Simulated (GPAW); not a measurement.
Runs of GPAW 26.7.0 on SnO2. Symmetry: R-3m, No. 166, trigonal system. Conventional cell: a = 3.234 Å, b = 3.234 Å, c = 14.402 Å, α = 90.00°, β = 90.00°, γ = 120.00°. Sn (site symmetry -3m) has 6 O at 2.13 Å as nearest neighbours. O (site symmetry 3m) is surrounded by 3 Sn at 2.13 Å. Measurements of this composition are mostly on another form, of space group No. 136.

| task | level | potentials or basis | k mesh | cutoff (eV) | maxiter | band path | band points | convergence | mesh quality | gap on the mesh (eV) | pressure (GPa) | largest force (eV/Å) |
| --- | --- | --- | --- | --- | --- | --- | --- | --- | --- | --- | --- | --- |
| band structure | LDA | the program's PAW data sets (release 1.2.1) made for this functional, pw | 6 × 6 × 6 | 800 | 150 | GLB1,BZGX,QFP1Z,LP | 60 | - | not flagged | 1.79 | -10.6 | (b) |
| single point | LDA | the program's PAW data sets (release 1.2.1) made for this functional, pw | 8 × 8 × 8 | 600 | 120 | - | - | default | not flagged | 1.79 | -14.8 | 0.77 |
| band structure | r2SCAN | GPAW PAW data sets (gpaw-data 1.2.1), pw | 6 × 6 × 6 | 800 | 150 | GLB1,BZGX,QFP1Z,LP | 60 | - | not flagged | 2.47 | (c) | 0.70 |
| band structure | PBEsol | PAW data sets generated in the run's folder for this functional, pw | 6 × 6 × 6 | 800 | 150 | GLB1,BZGX,QFP1Z,LP | 60 | - | not flagged | 1.88 | (a) | 0.48 |

Alike in all rows: no spin polarisation; cell as given; smearing fermi-dirac 0.05 eV.

Q: Estimate the missing entries.

A: (a) -6.2; (b) 0.79; (c) -8.0.

Caveats: spin-orbit coupling is left out, which moves the levels of the heavy elements; the cutoff is short for stress and forces, so pressures can be off by a GPa or more (some runs); the PAW data sets were made with another functional, which shifts forces and pressure a little (some runs).

A k mesh can miss the band edges, and the runs leave out spin-orbit coupling on Sn.

Not every run made on this cell is shown here.
